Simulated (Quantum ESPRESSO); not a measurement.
## Fe: phonons with LDA

The system is Fe.

```
Fe
1.0
     2.43416    0.00000    0.00000
    -1.21708    2.10804    0.00000
     0.00000    0.00000    3.84193
Fe
2
Direct
  0.66667 0.33333 0.75000
  0.33333 0.66667 0.25000
```

This isn't the form of Fe at room conditions, which is bcc.

```yaml
Program: Quantum ESPRESSO 7.5
Task: phonons
Functional: LDA
Potentials_or_basis: JTH 2.0 LDA
Cutoff: 490 eV
Density_cutoff: 2939 eV
k_mesh: 12 × 12 × 7
Occupations: cold, width 0.136 eV
Spin: collinear spin, ferromagnetic start
Starting_moments: "[3.0, 3.0] μB"
Form_of_the_LDA_correlation: PW92
Mixing_beta: 0.3
Most_SCF_iterations: 120
SCF_threshold: 4e-10 Ry
```

```yaml
Band_gap_on_the_k_mesh: none (metal or under the smearing width)
Net_moment: 0.00 μB per cell
Absolute_moment: 0.00 μB per cell
Valence_electrons_inside_the_program's_atomic_spheres: Fe 14.40
Highest_phonon_frequency_at_Γ: 374 cm⁻¹
```

Levels at points of the mesh, in eV from the Fermi level:
Spin up:
```tsv
k point	band 14	band 15	band 16	band 17	band 18	band 19
(0.00, 0.00, 0.00)	-1.40	-1.40	-0.98	-0.98	0.44	0.80
(0.00, -0.50, 0.00)	-1.78	-1.26	0.93	1.19	1.22	2.97
```
Spin down:
```
            k point  band 13  band 14  band 15  band 16  band 17  band 18  band 19  band 20
 (0.00, 0.00, 0.00)    -1.80    -1.40    -1.40    -0.98    -0.98     0.44     0.80     0.80
(0.00, -0.50, 0.00)    -2.25    -1.78    -1.26     0.93     1.19     1.22     2.97     5.31
```

Phonon frequencies in cm⁻¹ (negative: imaginary):
| q point | frequencies |
| --- | --- |
| (0.000, 0.000, 0.000) | -5 3 3 275 275 374 |

Optical modes at Γ, degenerate ones joined:
| cm⁻¹ | components | symmetry | active in |
| --- | --- | --- | --- |
| 275 | 2 | E2g | Raman |
| 374 | 1 | B1g | silent |

Wall time 18 min on 1 thread of Arm Neoverse V1 (shared host), peak memory 0.08 GiB.

Caveat: the mesh is thin for the phonons of a metal; the starting moments collapsed, and a magnetic state may lie lower; the cutoff lies well under what these potentials need, so the values aren't converged.
